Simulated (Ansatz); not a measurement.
Structure: a 4-atom cell of Cu3N started from a crystallographic database, at its r2SCAN minimum. The symmetry is Pm-3m (No. 221, cubic); a = 3.789 Å in the conventional setting, 13.60 Å³ an atom. Around Cu lie 2 N at 1.89 Å; around N lie 6 Cu at 1.89 Å.

4 runs of the plane-wave code Ansatz on this cell differ in the functional (and in the settings that go with it). Levels are in eV from each run's valence top; v1 is the last filled band, c1 the first empty one.

Run A, mean stress +3.3 GPa (compression positive):

| point | v2 | v1 | c1 | c2 |
| --- | --- | --- | --- | --- |
| Γ | -2.78 | -2.67 | 3.09 | 7.70 |
| X | -1.92 | -1.92 | 3.83 | 5.39 |
| M | -1.45 | -1.00 | 1.54 | 6.11 |
| R | 0.00 | 0.00 | 2.41 | 2.41 |
| R–M (0.40) | -0.92 | -0.26 | 2.04 | 4.25 |

Run B, mean stress +3.3 GPa (compression positive):

| point | v2 | v1 | c1 | c2 |
| --- | --- | --- | --- | --- |
| Γ | -2.72 | -2.61 | 2.36 | 6.97 |
| X | -1.88 | -1.88 | 3.10 | 4.65 |
| M | -1.42 | -0.96 | 0.88 | 5.39 |
| R | 0.00 | 0.00 | 1.75 | 1.75 |
| R–M (0.40) | -0.91 | -0.24 | 1.38 | 3.56 |

Run C, mean stress -7.0 GPa (compression positive):

| point | v2 | v1 | c1 | c2 |
| --- | --- | --- | --- | --- |
| Γ | -1.85 | -1.81 | 1.10 | 5.27 |
| X | -1.44 | -1.44 | 1.63 | 3.36 |
| M | -1.09 | -0.70 | 0.14 | 3.57 |
| R | 0.00 | 0.00 | 0.72 | 0.72 |
| R–M (0.40) | -0.83 | -0.19 | 0.47 | 2.48 |

Run D, mean stress 0.0 GPa (compression positive):

| point | v2 | v1 | c1 | c2 |
| --- | --- | --- | --- | --- |
| Γ | -1.97 | -1.90 | 1.20 | 5.70 |
| X | -1.52 | -1.52 | 1.84 | 3.56 |
| M | -1.14 | -0.75 | 0.23 | 3.97 |
| R | 0.00 | 0.00 | 0.90 | 0.90 |
| R–M (0.40) | -0.84 | -0.20 | 0.62 | 2.68 |

Question: Match the runs to LDA, r2SCAN, HSE06, PBE0.

Answer: A is PBE0, B is HSE06, C is LDA, D is r2SCAN. In order of the gap: LDA 0.14, r2SCAN 0.23, HSE06 0.88, PBE0 1.54 eV. The stress vanishes for r2SCAN, which relaxed the cell.

The values are computed, spin-unpolarised, and not measurements.

The program warns that its thresholds are loose for a hybrid's stress.

The meshes of the hybrids are coarse, so their gaps aren't converged to the digits shown.
